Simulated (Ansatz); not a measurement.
# HfN (zincblende type): a single-point run

Aim: a sound single-point run of HfN (zincblende type). The structure is shown as the input types it.

Program: Ansatz 0.2.0. Level of theory: DFT, PBE, PAW with Ansatz's default frozen-core files, scalar-relativistic. These are calculated values, not measurements.

1 further run of the same task is left out (it didn't finish). Runs told in other sessions of the task aren't counted.

## (1) The system as given

The structure is cubic, space group F-43m (No. 216). Conventional cell: a = 3.767 Å, b = 3.767 Å, c = 3.767 Å, α = 90.00°, β = 90.00°, γ = 90.00°. Around Hf (site symmetry -43m) lie 4 N at 1.63 Å. N (site symmetry -43m) is surrounded by 4 Hf at 1.63 Å.

Coordinates:

```cif
data_structure
_symmetry_space_group_name_H-M 'P 1'
_symmetry_Int_Tables_number 1
_cell_length_a 2.6637
_cell_length_b 2.6637
_cell_length_c 2.6637
_cell_angle_alpha 60.000
_cell_angle_beta 60.000
_cell_angle_gamma 60.000
_cell_volume 13.36
loop_
_atom_site_label
_atom_site_type_symbol
_atom_site_fract_x
_atom_site_fract_y
_atom_site_fract_z
_atom_site_occupancy
Hf1 Hf 0.00000 0.00000 0.00000 1
N1 N 0.25000 0.25000 0.25000 1
```

## (2) Running it

Input file input.yaml:

```yaml
crystal:
  lattice:
    - [0.0, 1.8835139047, 1.8835139047]
    - [1.8835139047, 0.0, 1.8835139047]
    - [1.8835139047, 1.8835139047, 0.0]
  atoms:
    - { symbol: Hf, position: [0.0, 0.0, 0.0] }
    - { symbol: "N", position: [0.25, 0.25, 0.25] }
kpoints:
  mp_grid: { grid: [14, 14, 14] }
scf:
  max_iter: 80
hamiltonian:
  xc: pbe
  pseudopotentials: { kind: paw }
output:
  forces: true
  stress: true
  eigenvalues: true
  populations: true
```

The run is started by

```sh
ansatz run input.yaml --threads 1 --pin off --max-ram 2048MiB --backend cpu --events-out ev --progress --plain --runs-dir out
```

**Question.** How will this run end, and is anything wrong with its input?

Nothing was computed: the input was turned down at the start. It says: «`scf.occupations.method` is required: fixed only where the cell keeps a band gap throughout the run, explicit beside scf.occupations.values (under evaluate: without them) ...»

Look at the input: scf.occupations.method is missing; scf.occupations.width is missing. The input leaves out something that has no default.

What to do: set scf.occupations.method to fermi_dirac and scf.occupations.width to 0.08.
